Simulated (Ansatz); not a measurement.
**NaI: a single-point run**

Wanted: a converged single-point run for NaI, and a check of what comes out. The structure is shown as the input types it.

Program: Ansatz 0.2.0. Level of theory: density functional or hybrid calculation with the settings of its input, plane waves (as first typed). These are calculated values, not measurements.

2 further runs of the same task are left out: 2 that didn't finish.

**1. The starting structure**

The structure is cubic, space group Fm-3m (No. 225). The conventional cell has a = 6.459 Å, b = 6.459 Å, c = 6.459 Å, α = 90.00°, β = 90.00°, γ = 90.00°. Na (site symmetry m-3m) has 6 I at 3.23 Å as nearest neighbours. I (site symmetry m-3m) has 6 Na at 3.23 Å as nearest neighbours.

As a file:

```cif
data_structure
_symmetry_space_group_name_H-M 'P 1'
_symmetry_Int_Tables_number 1
_cell_length_a 4.5675
_cell_length_b 4.5675
_cell_length_c 4.5675
_cell_angle_alpha 60.000
_cell_angle_beta 60.000
_cell_angle_gamma 60.000
_cell_volume 67.38
loop_
_atom_site_label
_atom_site_type_symbol
_atom_site_fract_x
_atom_site_fract_y
_atom_site_fract_z
_atom_site_occupancy
Na1 Na 0.00000 0.00000 0.00000 1
I1 I 0.50000 0.50000 0.50000 1
```

**2. The run**

input.yaml reads:

```yaml
crystal:
  lattice:
    - [0.0, 3.2297205553, 3.2297205553]
    - [3.2297205553, 0.0, 3.2297205553]
    - [3.2297205553, 3.2297205553, 0.0]
  atoms:
    - { symbol: Na, position: [0.0, 0.0, 0.0] }
    - { symbol: I, position: [0.5, 0.5, 0.5] }
kpoints:
  mp_grid: { grid: [6, 6, 6] }
hamiltonian:
  xc: pbesol
scf:
  occupations: { method: fixed }
  n_extra_bands: 4
  max_iter: 2
output:
  forces: true
  stress: true
  eigenvalues: true
```

Command:

```console
$ ansatz run input.yaml --threads 4 --pin off --max-ram 3686MiB --backend cpu --events-out ev --progress --plain --runs-dir out
```

**Question.** How will this run end, and is anything wrong with its input?

The SCF did not converge in 2 cycles. The density residual dr2 fell from 0.00269 to 1.6e-4 eV (threshold 1.0e-7) and was still falling. Its last energy is not a result.

Look at the input: scf.max_iter is 2. The run was allowed too few self-consistency cycles to reach its threshold.

The cure: delete scf.max_iter (the default then holds).
